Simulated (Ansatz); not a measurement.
**Sn: elastic constants with PBEsol**

Sn:

```
Sn
1.0
    -2.94014    2.94014    1.59930
     2.94014   -2.94014    1.59930
     2.94014    2.94014   -1.59930
Sn
2
Direct
  0.00000 0.00000 0.00000
  0.75000 0.25000 0.50000
```

```yaml
Program: Ansatz 0.2.0
Task: elastic constants
Functional: PBEsol
Potentials_or_basis: all-electron LAPW, scalar-relativistic
Cutoff: 224 eV (chosen from the basis error)
Basis_error_allowed: 0.001 eV/atom
k_mesh: 7 × 7 × 7
Occupations: fermi-dirac, width 0.05 eV
Spin: no spin polarisation
```

```json
{"Pressure": "-1.6 GPa", "Band gap on the k mesh": "none (metal or under the smearing width)", "Voigt bulk modulus": "48 GPa"}
```

Stress tensor (GPa, compression positive):
```
-1.81  0.00  0.00
 0.00 -1.81  0.00
 0.00  0.00 -1.20
```

Levels at points of the mesh, in eV from the Fermi level:
```tsv
k point	band 18	band 19	band 20	band 21	band 22	band 23	band 24	band 25	band 26	band 27
(0.00, 0.00, 0.00)	-21.01	-10.94	-3.66	-1.87	-1.87	3.03	6.17	6.17	6.80	6.89
```

Elastic tensor in Voigt notation (GPa, ions clamped, in the Cartesian axes of the cell as first typed):
```
114   3  29   0   0   0
  3 114  29   0   0   0
 29  29  85   0   0   0
  0   0   0  25   0   0
  0   0   0   0  25   0
  0   0   0   0   0   7
```

It took 93 s on 1 thread of Intel(R) Xeon(R) Platinum 8488C (Sapphire Rapids) (shared host), peak memory 0.51 GiB.

Caveat: the k mesh is thin for a metal, which can move the energy by tens of meV per atom; a metal's response needs a denser mesh; elastic constants of metals need much finer meshes, so these are rough.
